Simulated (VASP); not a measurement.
**A VASP 6.6.1 single-point calculation on SrTiO3**

INCAR

```
IBRION = -1
ISMEAR = -1
EDIFF = 1E-7
LASPH = .TRUE.
NBANDS = 28
NSW = 0
NELM = 60
NELECT = 39.98
LREAL = .FALSE.
GGA = PE
ENCUT = 520
LWAVE = .FALSE.
SIGMA = 0.02
PREC = Accurate
LCHARG = .FALSE.
ISIF = 2
```

KPOINTS

```
KPOINTS created by Atomic Simulation Environment
0
Gamma
2 2 2
0 0 0
```

POSCAR

```
Sr Ti O
 1.0000000000000000
     3.7505774414999999    0.0000000000000000    0.0000000000000000
     0.0000000000000000    3.7505774414999999    0.0000000000000000
     0.0000000000000000    0.0000000000000000    4.0148913647000004
 Sr  Ti  O
   1   1   3
Cartesian
  0.0000000000000000  0.0000000000000000  0.0000000000000000
  1.8752887207500004  1.8752887207500004  2.0074456823500002
  1.8752887207500004  1.8752887207500004  0.0000000000000000
  1.8752887207500004  0.0000000000000000  2.0074456823500002
  0.0000000000000000  1.8752887207500004  2.0074456823500002
```

The recommended PBE PAW datasets give the neutral cell 40 valence electrons.

Command

```
mpirun -np 1 vasp_std
```

Predict the outcome of this run.

It converged. Results: pressure 20.2 GPa.

OSZICAR

```
N       E                     dE             d eps       ncg     rms          rms(c)
DAV:   1     0.430535514457E+03    0.43054E+03   -0.20480E+04   336   0.156E+03
DAV:   2    -0.773993264944E+01   -0.43828E+03   -0.41860E+03   400   0.441E+02
DAV:   3    -0.477914209986E+02   -0.40051E+02   -0.39718E+02   488   0.132E+02
DAV:   4    -0.495275122215E+02   -0.17361E+01   -0.17325E+01   468   0.227E+01
DAV:   5    -0.495811005488E+02   -0.53588E-01   -0.53580E-01   488   0.351E+00    0.292E+01
DAV:   6    -0.388051497379E+02    0.10776E+02   -0.51019E+01   408   0.643E+01    0.172E+01
DAV:   7    -0.389883405823E+02   -0.18319E+00   -0.49963E+00   408   0.149E+01    0.114E+01
DAV:   8    -0.390255833036E+02   -0.37243E-01   -0.99683E-01   404   0.958E+00    0.290E+00
DAV:   9    -0.389774713453E+02    0.48112E-01   -0.13743E-01   368   0.431E+00    0.740E-01
DAV:  10    -0.389781378380E+02   -0.66649E-03   -0.73293E-02   384   0.176E+00    0.448E-01
DAV:  11    -0.389755191954E+02    0.26186E-02   -0.14108E-02   460   0.903E-01    0.120E-01
DAV:  12    -0.389754560307E+02    0.63165E-04   -0.78841E-04   380   0.254E-01    0.605E-02
DAV:  13    -0.389754724208E+02   -0.16390E-04   -0.21433E-04   416   0.159E-01    0.279E-02
DAV:  14    -0.389754669628E+02    0.54580E-05   -0.61260E-05   396   0.623E-02    0.632E-03
DAV:  15    -0.389754679220E+02   -0.95927E-06   -0.38959E-06   420   0.130E-02    0.440E-03
DAV:  16    -0.389754677998E+02    0.12219E-06   -0.41599E-07   436   0.587E-03    0.239E-03
DAV:  17    -0.389754676059E+02    0.19391E-06   -0.63336E-07   344   0.483E-03    0.108E-03
DAV:  18    -0.389754675990E+02    0.69344E-08   -0.64821E-08   212   0.195E-03
   1 F= -.38975468E+02 E0= -.38974737E+02  d E =-.146057E-02
```

Standard output (part)

```
POSCAR found type information on POSCAR SrTiO
 POSCAR found :  3 types and       5 ions
 LDA part: xc-table for (Slater+PW92), standard interpolation
 POSCAR, INCAR and KPOINTS ok, starting setup
 WAVECAR not read
 entering main loop
 the old and the new charge density differ
    0.292E+01
```

The cell is charged and sits in a uniform background.

For comparison, a separate PBE run of the intended cell, on usual settings and not on those above, gives a gap of 1.80 eV on its mesh and a pressure of 17.8 GPa.
